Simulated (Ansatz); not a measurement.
# B2As: one candidate of a structure search, part 2 of 2

Where does this trial cell of B2As go when cell and atoms are let free?

Ansatz 0.2.0; DFT PBE, scalar-relativistic, plane waves, PAW. Earlier steps stand in the parts before.

**4. Relaxation on the finer mesh**

The end of the coarse run is made exact in the group found at a tolerance of 0.06 Å and reduced to its primitive cell.

Contents of input.yaml:

```yaml
crystal:
  lattice:
    - [3.5150332141, -1.5155017093, 0.0]
    - [3.5150332141, 1.5155017093, 0.0]
    - [-0.0706843252, 0.0, 3.4073754223]
  atoms:
    - { symbol: B, position: [0.205109677, 0.205109677, 0.4804863272] }
    - { symbol: B, position: [0.794890323, 0.794890323, 0.5195136728] }
    - { symbol: As, position: [0.0, 0.0, 0.0] }
basis:
  ecutwfc: 420
kpoints:
  mp_grid: { grid: [16, 16, 14] }
hamiltonian:
  xc: pbe
scf:
  occupations: { method: gaussian, width: 0.1 }
output:
  forces: true
  stress: true
  eigenvalues: true
  write_density: true
  write_potential: true
  elf: true
  volumetric_format: npy
relax:
  adjacent_minimum: "off"
  f_tol: 0.01
  max_steps: 80
  cell: { stress_tol: 0.05 }
```

Started as:

```bash
$ ansatz run input.yaml --threads 1 --pin off --max-ram 2560MiB --backend cpu --events-out ev --progress --plain --runs-dir out
```

Standard output:

```text
Warning: RAYON_NUM_THREADS=1 ignored (pool sized by the plan → 1); use --threads N
Engine: ansatz 0.2.0, aarch64-unknown-linux-gnu
Pseudopotentials: kind: paw
Pseudopotential: B, paw, valence charge 3, recommended cutoff 420 eV (normal), B.paw.azcp
Pseudopotential: As, paw, valence charge 15, recommended cutoff 420 eV (normal), As.paw.azcp
Functional definition: PBE
  parameter kappa = 0.804
  parameter beta = 0.06672455060314922
  exchange = pbe_x(kappa = kappa, mu = beta*pi^2/3)
  correlation = pbe_c(beta = beta)
Crystal: 3 atoms, lattice volume = 36.302 Å³
Basis set: ecut = 420 eV, 707 PW (Γ), exchange–correlation on 54×54×48 points (8 copies of the dense FFT grid, shifted against one another)
Bands: 15, of which v1, the nominal top of the filled ones, is band 11 counted from 1 (10 counted from 0)
Symmetry: 4 space group operations
Space group: C2/m (ITA 12), of the structure as read, at distance tolerance 3.3e-5 Å
k-points: 962 of 3584
Non-local potential: B, projectors of the file, l = 0: 2, l = 1: 2, l = 2: 1
Non-local potential: As, projectors of the file, l = 0: 2, l = 1: 2, l = 2: 3, l = 3: 1
PAW form: soft (Blöchl's): semilocal exchange-correlation on the pseudo side does not see the compensation charge
PAW one-centre angular grid: B, 110 points (default); XC on 64 Gauss nodes
PAW one-centre angular grid: As, 590 points (default); XC on 64 Gauss nodes
Initial density: superposition of atomic densities (neutral atoms: chi_scale 0, normalization atom), corrected by the library's trained network
Initial wavefunctions: pseudopotential atomic-orbital guess
Functional: x = pbe(κ = 0.804, μ = 0.2195149727645171), c = pbe(β = 0.06672455060314922)
SCF iter   1: F=—  HF=-5166.463909 eV  |F-HF|=—  |Δ(HF+E_count)|=         —  Δρ=3.25e-3  dr2=2.92e-3  ethr=1.77e-3  ⟨swp⟩=5.0  Hψ=72849  notcnv=0
preconditioner: auto → none  [metal: Δε(μ)=0.005 eV  Ē_g=10.795 eV  σ=0.100 eV  W_gap=0.03  n_scr=8 (ndim 8)  ℏωp=20.4 eV  f_vac=0.000  D(μ)=0.62/eV (n_scr^D=0)  sad-step TF]
SCF iter   2: F=—  HF=-5166.464146 eV  |F-HF|=—  |Δ(HF+E_count)|=   2.37e-4  Δρ=2.04e-3  dr2=1.42e-3  ethr=1.39e-5  ⟨swp⟩=1.5  Hψ=23084  notcnv=0
SCF iter   3: F=—  HF=-5166.464220 eV  |F-HF|=—  |Δ(HF+E_count)|=   7.34e-5  Δρ=3.40e-4  dr2=4.90e-5  ethr=6.76e-6  ⟨swp⟩=2.0  Hψ=19114  notcnv=0
SCF iter   4: F=—  HF=-5166.464202 eV  |F-HF|=—  |Δ(HF+E_count)|=   1.73e-5  Δρ=9.78e-5  dr2=2.18e-6  ethr=2.33e-7  ⟨swp⟩=2.0  Hψ=23906  notcnv=0
SCF iter   5: F=—  HF=-5166.464204 eV  |F-HF|=—  |Δ(HF+E_count)|=   1.42e-6  Δρ=2.22e-5  dr2=1.35e-7  ethr=1.04e-8  ⟨swp⟩=3.0  Hψ=24739  notcnv=0
SCF iter   6: F=-5166.464204 eV  HF=-5166.464204 eV  |F-HF|=8.89e-9  |Δ(HF+E_count)|=   8.23e-8  Δρ=4.74e-6  dr2=1.12e-8  ethr=4.76e-10  ⟨swp⟩=9.0  Hψ=91951  notcnv=0
SCF 1 converged in 6 iterations: F = -5166.464204 eV  dr2 = 1.12e-8
relax step   1: F+E_penalty+E_count = -5166.46420399 eV  Δ(F+E_penalty+E_count) = +0.000e0 eV  max|allowed force component| = 2.938e-2 eV/Å  Δτ_max = 0.0000 Å  P = -0.121 GPa  Ω = 36.302 Å³  (6 SCF iters, dr2 threshold 1.00e-7 eV, accepted)
Crystal: 3 atoms, lattice volume = 36.148 Å³
Basis set: ecut = 420 eV, 701 PW (Γ), exchange–correlation on 54×54×48 points (8 copies of the dense FFT grid, shifted against one another)
Initial density: handed on by an earlier stage of this run
Initial wavefunctions: those handed on with the density
iter 1 solved again at ethr=2.24e-6 eV; its pass at ethr=3.10e-3 eV (dr2=4.70e-4 eV) is discarded
SCF iter   1: F=—  HF=-5166.468175 eV  |F-HF|=—  |Δ(HF+E_count)|=         —  Δρ=1.46e-3  dr2=4.69e-4  ethr=2.24e-6  ⟨swp⟩=1.5  Hψ=92400  notcnv=0
preconditioner: auto → none  [metal: Δε(μ)=0.003 eV  Ē_g=10.818 eV  σ=0.100 eV  W_gap=0.01  n_scr=8 (ndim 8)  ℏωp=20.5 eV  f_vac=0.000  D(μ)=0.62/eV (n_scr^D=0)]
SCF iter   2: F=—  HF=-5166.468125 eV  |F-HF|=—  |Δ(HF+E_count)|=   4.96e-5  Δρ=6.41e-4  dr2=7.26e-5  ethr=2.23e-6  ⟨swp⟩=1.0  Hψ=14431  notcnv=0
SCF iter   3: F=—  HF=-5166.468138 eV  |F-HF|=—  |Δ(HF+E_count)|=   1.30e-5  Δρ=7.85e-5  dr2=8.90e-7  ethr=3.46e-7  ⟨swp⟩=2.0  Hψ=19326  notcnv=0
iter 4 did not close the SCF: its close was put off for the readings that it lacked (scf_convergence_deferred on its scf_iter line)
SCF iter   4: F=-5166.468139 eV  HF=-5166.468139 eV  |F-HF|=1.68e-9  |Δ(HF+E_count)|=   6.35e-7  Δρ=8.91e-6  dr2=1.52e-8  ethr=4.24e-9  ⟨swp⟩=2.4  Hψ=18994  notcnv=0
iter 5 did not close the SCF: its close was put off for the readings that it lacked (scf_convergence_deferred on its scf_iter line)
SCF iter   5: F=-5166.468139 eV  HF=-5166.468139 eV  |F-HF|=1.29e-9  |Δ(HF+E_count)|=   3.81e-9  Δρ=1.62e-6  dr2=5.14e-10  ethr=7.24e-11  ⟨swp⟩=2.0  Hψ=24520  notcnv=0
SCF iter   6: F=-5166.468139 eV  HF=-5166.468139 eV  |F-HF|=4.55e-11  |Δ(HF+E_count)|=  4.37e-10  Δρ=5.32e-7  dr2=4.12e-11  ethr=2.45e-12  ⟨swp⟩=4.5  Hψ=77889  notcnv=0
SCF 2 converged in 6 iterations: F = -5166.468139 eV  dr2 = 4.12e-11
relax step   2: F+E_penalty+E_count = -5166.46813906 eV  Δ(F+E_penalty+E_count) = -3.935e-3 eV  max|allowed force component| = 4.631e-2 eV/Å  Δτ_max = 0.0113 Å  P = +0.007 GPa  Ω = 36.148 Å³  energy of the carried Pulay correction = +1.386e-4 eV  (6 SCF iters, dr2 threshold 3.00e-7 eV, accepted)
Crystal: 3 atoms, lattice volume = 36.153 Å³
iter 1 solved again at ethr=4.72e-8 eV; its pass at ethr=3.10e-3 eV (dr2=9.92e-6 eV) is discarded
SCF iter   1: F=—  HF=-5166.468282 eV  |F-HF|=—  |Δ(HF+E_count)|=         —  Δρ=1.95e-4  dr2=9.83e-6  ethr=4.72e-8  ⟨swp⟩=2.6  Hψ=89597  notcnv=0
preconditioner: auto → none  [metal: Δε(μ)=0.005 eV  Ē_g=10.819 eV  σ=0.100 eV  W_gap=0.03  n_scr=8 (ndim 8)  ℏωp=20.5 eV  f_vac=0.000  D(μ)=0.63/eV (n_scr^D=0)]
SCF iter   2: F=—  HF=-5166.468287 eV  |F-HF|=—  |Δ(HF+E_count)|=   4.90e-6  Δρ=9.51e-5  dr2=1.81e-6  ethr=4.68e-8  ⟨swp⟩=1.0  Hψ=14435  notcnv=0
iter 3 did not close the SCF: its close was put off for the readings that it lacked (scf_convergence_deferred on its scf_iter line)
SCF iter   3: F=-5166.468287 eV  HF=-5166.468287 eV  |F-HF|=1.51e-9  |Δ(HF+E_count)|=   4.03e-7  Δρ=1.00e-5  dr2=2.13e-8  ethr=8.64e-9  ⟨swp⟩=2.1  Hψ=17550  notcnv=0
iter 4 did not close the SCF: its close was put off for the readings that it lacked (scf_convergence_deferred on its scf_iter line)
SCF iter   4: F=-5166.468287 eV  HF=-5166.468287 eV  |F-HF|=2.43e-10  |Δ(HF+E_count)|=   4.73e-9  Δρ=1.84e-6  dr2=4.35e-10  ethr=1.01e-10  ⟨swp⟩=2.0  Hψ=24366  notcnv=0
iter 5 did not close the SCF: its close was put off for the readings that it lacked (scf_convergence_deferred on its scf_iter line)
SCF iter   5: F=-5166.468287 eV  HF=-5166.468287 eV  |F-HF|=2.18e-11  |Δ(HF+E_count)|=  1.21e-10  Δρ=5.28e-7  dr2=3.95e-11  ethr=2.07e-12  ⟨swp⟩=2.0  Hψ=24477  notcnv=0
SCF iter   6: F=-5166.468287 eV  HF=-5166.468287 eV  |F-HF|=2.73e-12  |Δ(HF+E_count)|=  3.18e-11  Δρ=1.10e-7  dr2=1.68e-12  ethr=1.00e-12  ⟨swp⟩=4.0  Hψ=61249  notcnv=0
SCF 3 converged in 6 iterations: F = -5166.468287 eV  dr2 = 1.68e-12
relax step   3: F+E_penalty+E_count = -5166.46828727 eV  Δ(F+E_penalty+E_count) = -1.482e-4 eV  max|allowed force component| = 2.710e-2 eV/Å  Δτ_max = 0.0023 Å  P = -0.031 GPa  Ω = 36.153 Å³  energy of the carried Pulay correction = +1.343e-4 eV  (6 SCF iters, dr2 threshold 1.94e-7 eV, accepted)
[... 13 lines left out ...]
relax step   4: F+E_penalty+E_count = -5166.46834716 eV  Δ(F+E_penalty+E_count) = -5.989e-5 eV  max|allowed force component| = 1.249e-2 eV/Å  Δτ_max = 0.0012 Å  P = -0.034 GPa  Ω = 36.145 Å³  energy of the carried Pulay correction = +1.415e-4 eV  (6 SCF iters, accepted)
[... 12 lines left out ...]
relax step   5: F+E_penalty+E_count = -5166.46837150 eV  Δ(F+E_penalty+E_count) = -2.434e-5 eV  max|allowed force component| = 1.003e-2 eV/Å  Δτ_max = 0.0043 Å  P = -0.011 GPa  Ω = 36.134 Å³  energy of the carried Pulay correction = +1.518e-4 eV  (6 SCF iters, accepted)
[... 13 lines left out ...]
relax step   6: F+E_penalty+E_count = -5166.46839935 eV  Δ(F+E_penalty+E_count) = -2.785e-5 eV  max|allowed force component| = 8.833e-4 eV/Å  Δτ_max = 0.0010 Å  P = +0.009 GPa  Ω = 36.121 Å³  energy of the carried Pulay correction = +1.634e-4 eV  (6 SCF iters, accepted)
[... 16 lines left out ...]
relax step   7: F+E_penalty+E_count = -5166.46833430 eV  Δ(F+E_penalty+E_count) = +6.504e-5 eV  max|allowed force component| = 9.288e-4 eV/Å  Δτ_max = 0.0000 Å  P = +0.010 GPa  Ω = 36.121 Å³  stress off target by 5.06e-2 GPa  SCF on the basis re-selected at this cell (its energy is not comparable with the rows above)  (8 SCF iters)
[... 13 lines left out ...]
relax step   8: F+E_penalty+E_count = -5166.46833443 eV  Δ(F+E_penalty+E_count) = -1.313e-7 eV  max|allowed force component| = 1.538e-4 eV/Å  Δτ_max = 0.0001 Å  P = -0.000 GPa  Ω = 36.121 Å³  energy of the carried Pulay correction = -1.154e-6 eV  (6 SCF iters, accepted)
iter 1 solved again at ethr=8.01e-8 eV; its pass at ethr=3.10e-3 eV (dr2=1.68e-5 eV) is discarded
SCF iter   1: F=—  HF=-5166.468332 eV  |F-HF|=—  |Δ(HF+E_count)|=         —  Δρ=1.41e-6  dr2=3.27e-11  ethr=8.01e-8  ⟨swp⟩=3.2  Hψ=107883  notcnv=0
eigensolver tolerance schedule: the retry pair's looser diagonalisation over-reported the residual by 513780.59 of it (diagonalisation noise at an unbounded share of the residual, at the tolerance the schedule requests for it); recorded, not acted on — ethr = c·dr2/N_el stays at c = 1.0e-1
SCF iter   2: F=—  HF=-5166.468336 eV  |F-HF|=—  |Δ(HF+E_count)|=   4.88e-6  Δρ=7.07e-7  dr2=8.92e-12  ethr=1.00e-12  ⟨swp⟩=3.1  Hψ=29857  notcnv=0
iter 3 did not close the SCF: its close was put off for the readings that it lacked (scf_convergence_deferred on its scf_iter line)
SCF iter   3: F=-5166.468336 eV  HF=-5166.468336 eV  |F-HF|=2.47e-10  |Δ(HF+E_count)|=  8.69e-10  Δρ=3.35e-7  dr2=1.87e-12  ethr=1.00e-12  ⟨swp⟩=1.0  Hψ=14430  notcnv=0
iter 4 did not close the SCF: its close was put off for the readings that it lacked (scf_convergence_deferred on its scf_iter line)
SCF iter   4: F=-5166.468336 eV  HF=-5166.468336 eV  |F-HF|=1.82e-12  |Δ(HF+E_count)|=  2.49e-10  Δρ=5.79e-9  dr2=9.18e-15  ethr=1.00e-12  ⟨swp⟩=1.0  Hψ=14430  notcnv=0
iter 5 did not close the SCF: its close was put off for the readings that it lacked (scf_convergence_deferred on its scf_iter line)
SCF iter   5: F=-5166.468336 eV  HF=-5166.468336 eV  |F-HF|=0.00e0  |Δ(HF+E_count)|=    0.00e0  Δρ=2.61e-9  dr2=1.01e-15  ethr=1.00e-12  ⟨swp⟩=1.0  Hψ=14430  notcnv=0
iter 6 did not close the SCF: its close was put off for the readings that it lacked (scf_convergence_deferred on its scf_iter line)
SCF iter   6: F=-5166.468336 eV  HF=-5166.468336 eV  |F-HF|=0.00e0  |Δ(HF+E_count)|=  9.09e-13  Δρ=1.21e-9  dr2=2.19e-16  ethr=1.00e-12  ⟨swp⟩=1.0  Hψ=14430  notcnv=0
SCF iter   7: F=-5166.468336 eV  HF=-5166.468336 eV  |F-HF|=9.09e-13  |Δ(HF+E_count)|=    0.00e0  Δρ=4.26e-10  dr2=2.01e-17  ethr=1.00e-12  ⟨swp⟩=1.9  Hψ=37158  notcnv=0
SCF 9 converged in 7 iterations: F = -5166.468336 eV  dr2 = 2.01e-17
relax step   9: F+E_penalty+E_count = -5166.46833650 eV  Δ(F+E_penalty+E_count) = -2.064e-6 eV  max|allowed force component| = 1.519e-4 eV/Å  Δτ_max = 0.0000 Å  P = -0.000 GPa  Ω = 36.121 Å³  stress off target by 5.17e-3 GPa  SCF on the basis re-selected at this cell (its energy is not comparable with the rows above)  (7 SCF iters)
basis re-selected at this cell: Δ(F+E_penalty+E_count) = -2.064e-6 eV, ΔP = +0.000 GPa vs the last step (what re-selecting the basis moved, of the pressure what is left beyond the Pulay correction that the steps carried, after the strain that the cell walked since its last selection, with what the two solves' SCF thresholds leave and, on support functions, any second-order correction that the steps lacked; it is no measure of the basis error at this ecutwfc). This SCF's stress stands 5.17e-3 GPa from its target on what of the cell is left free (relax.cell.stress_tol is 5.00e-2 GPa) and its largest allowed force component is 1.52e-4 eV/Å (relax.f_tol is 1.00e-2 eV/Å): within both
SCF converged after 7 iterations
Free energy (F): -5166.468336 eV
Harris-Foulkes:  -5166.468336 eV  (|F-HF|=9.09e-13)
Internal energy: -5166.465159 eV  (E = F + TS)
E sigma→0 (E₀):  -5166.466748 eV
Entropy (-TS):   -0.003178 eV (-1.059 meV/atom)
Fermi energy:    9.796863 eV
--- Per-component energies (eV) ---
  E_band       = -217.622289
  E_kinetic    = 195.254782
  E_local      = -1784.612512  (includes V_loc(G=0)·N_el)
  E_nonlocal   = -644.667386
  E_hartree    = 972.128495
  E_xc         = -141.926583
  E_vxc        = -153.531254  (∫ρ·V_xc dr)
  E_paw        = -1992.973047  (= ΣΔE_a)
  E_vpaw       = 225.677091  (= ΣTr[D̂ρ^β])
  E_aug_tail   = 0.000001  (compensation charges beyond the density's cutoff)
  E_ewald      = -1769.668908
  E_smearing   = -0.003178  (= −TS)
  E_closure    = -0.000000  (closes the sum)
  Σ components = -5166.468336   (vs F -5166.468336, Δ=0.00e0)
--- Forces (eV/Å), atoms counted from 1 ---
  atom   1  B      0.00015186    -0.00000000     0.00004766
  atom   2  B     -0.00015186     0.00000000    -0.00004766
  atom   3  As     0.00000000     0.00000000     0.00000000
  max |Σ_I F_I| component: 6.78e-21 eV/Å
--- Stress (GPa, compression-positive) ---
       -0.001883       0.000000      -0.002153
        0.000000       0.004462      -0.000000
       -0.002153      -0.000000      -0.003756
  P = ⅓ Tr σ = -0.0004 GPa (-0.004 kbar)
--- Band table (eV; the first three rows and the last of 962) ---
  k-point 0: bands = ["-26.1138", "-26.0834", "-26.0382", "-26.0204", "-26.0147", "-4.7907", "4.5411", "5.4631", "6.2141", "7.8353", "11.9849", "12.4611", "14.7449", "16.2283", "16.4765"]
  k-point 1: bands = ["-26.1137", "-26.0834", "-26.0382", "-26.0205", "-26.0143", "-4.7325", "4.0810", "5.6270", "6.3597", "7.8485", "12.2493", "12.5086", "14.3594", "15.8207", "16.7835"]
  k-point 2: bands = ["-26.1132", "-26.0835", "-26.0384", "-26.0209", "-26.0133", "-4.5586", "3.1684", "5.8823", "6.6671", "7.8871", "12.6475", "12.7299", "13.5328", "15.4579", "17.0751"]
  k-point 961: bands = ["-26.1109", "-26.0838", "-26.0386", "-26.0250", "-26.0046", "-1.1546", "0.9033", "1.8619", "2.9254", "7.7844", "12.9270", "15.9326", "16.2236", "16.5835", "18.6796"]
--- Relaxed structure (7 steps of the walk, 7 accepted, 2 SCFs on fresh bases) ---
  F+E_penalty+E_count = -5166.46833650 eV   max|allowed force component| = 1.519e-4 eV/Å   (the final SCF, on the basis selected at the relaxed cell)
  cell:  # Å, volume = 36.1208 Å³
    - [3.4929272143629686, -1.5250364121744566, 0.01716768083420568]
    - [3.4929272143629686, 1.5250364121744566, 0.017167680834205674]
    - [-0.053597920108370056, -4.710671378066497e-18, 3.3901896113715817]
  atoms:
    - { symbol: B, position: [0.20549233647306642, 0.20549233647306642, 0.4794631953328565] }
    - { symbol: B, position: [0.7945076635269336, 0.7945076635269336, 0.5205368046671437] }
    - { symbol: As, position: [-8.735248718005333e-21, -8.735248718005333e-21, 1.537931648520656e-19] }
```

Wall time 3.5 min (1 thread of Arm Neoverse V2, shared host); peak memory 0.87 GiB.

Relaxation path:

```csv
step,energy from step 1 (eV/cell),largest force component (eV/Å),pressure (GPa),volume (Å³)
1,0.0000,0.0294,-0.12,36.30
2,-0.0039,0.0463,0.01,36.15
3,-0.0041,0.0271,-0.03,36.15
4,-0.0041,0.0125,-0.03,36.15
5,-0.0042,0.0100,-0.01,36.13
6,-0.0042,0.0009,0.01,36.12
7,-0.0041,0.0009,0.01,36.12
8,-0.0041,0.0002,0.00,36.12
9,-0.0041,0.0002,0.00,36.12
```

Step 1 is the start. Steps 7, 9 each repeat the geometry before them on a plane-wave basis chosen anew, so the energy can jump there without any move.

Lengths and angles in the start's conventional setting:

|  | before | after | change |
| --- | --- | --- | --- |
| a (Å) | 7.030 | 6.986 | -0.6 % |
| b (Å) | 3.031 | 3.050 | +0.6 % |
| c (Å) | 3.408 | 3.391 | -0.5 % |
| β (°) | 91.19 | 90.62 | -0.6 % |
| volume (Å³/atom) | 12.10 | 12.04 | -0.5 % |
| shortest distance (Å) | 1.646 | 1.652 | +0.4 % |
| space group (0.01 Å) | C2/m | C2/m | same |

Forces and stress were held to the start's 4 operations: a distortion of lower symmetry was not tested.

The maps below are laid out on this run's own conventional cell (a, b, c = 6.986, 3.050, 3.391 Å).

Density in a lattice plane of the grid's cell (edges 6.99 and 3.39 Å, at 0.000 of the third edge), which holds B and As.

Values in e/Å³, 6 rows by 12 columns:
```
 4.00  0.93  0.30  0.13  0.09  0.11  0.14  0.11  0.10  0.17  0.38  1.05
 0.38  0.40  0.51  0.44  0.20  0.08  0.06  0.08  0.22  0.49  0.60  0.48
 0.19  0.34  0.42  0.58  0.33  0.08  0.04  0.08  0.33  0.58  0.42  0.34
 0.38  0.48  0.60  0.49  0.22  0.08  0.06  0.08  0.20  0.44  0.51  0.40
 4.00  1.05  0.38  0.17  0.10  0.11  0.14  0.11  0.09  0.13  0.30  0.93
33.91  3.56  0.30  0.08  0.07  0.14  0.20  0.14  0.07  0.08  0.30  3.56
```
Columns run along the first of these edges and rows up along the second, over one cell in 12 and 6 even steps from the bottom left corner. Atoms in the plane (fractional): B at (0.21, 0.48), B at (0.79, 0.52), As at (0.00, 0.00).

ELF in the same plane.

Ten even steps from '0' (0.01) to '9' (0.77):
```
247763100124542100148874
778875321112221112469998
778876543100101235447998
457631355200001355101676
235300056310001365000353
467610155310000255313675
789974453210100134567887
789996421112221112357887
247884100124542100136774
426763000135653100036762
```
Columns run along the first of these edges and rows up along the second, over one cell in 24 and 10 even steps from the bottom left corner. Atoms in the plane (fractional): B at (0.21, 0.48), B at (0.79, 0.52), As at (0.00, 0.00).

Both are smooth fields of the valence electrons: close to the nuclei they are not physical.

The highest ELF values outside the cores: 0.96 on the B–B line, 0.8 Å from B; 0.81 on the B–As line, 0.9 Å from B; 0.62 in the shell around As, 1.0 Å from As.

**5. What came out**

What follows sums up all 2 parts. Changes of volume or cell count from the first structure of part 1.

```
                              quantity                                                                      value
symmetry at the end (tolerance 0.05 Å)                                                  space group C2/m (No. 12)
                     conventional cell  a = 6.986 Å, b = 3.050 Å, c = 3.391 Å, α = 90.00°, β = 90.62°, γ = 90.00°
                                volume                                                              12.04 Å³/atom
              energy over the elements                                                              +0.50 eV/atom
                       gap on the mesh                                                               none (metal)
```

**Reading.** The space group C2/m (No. 12) is kept, and the volume per atom grows by 28.4 % from the first guess. The formation energy is positive, so the separate elements lie lower. No finished test with a distortion of lower symmetry is shown, so the end may be a saddle point.
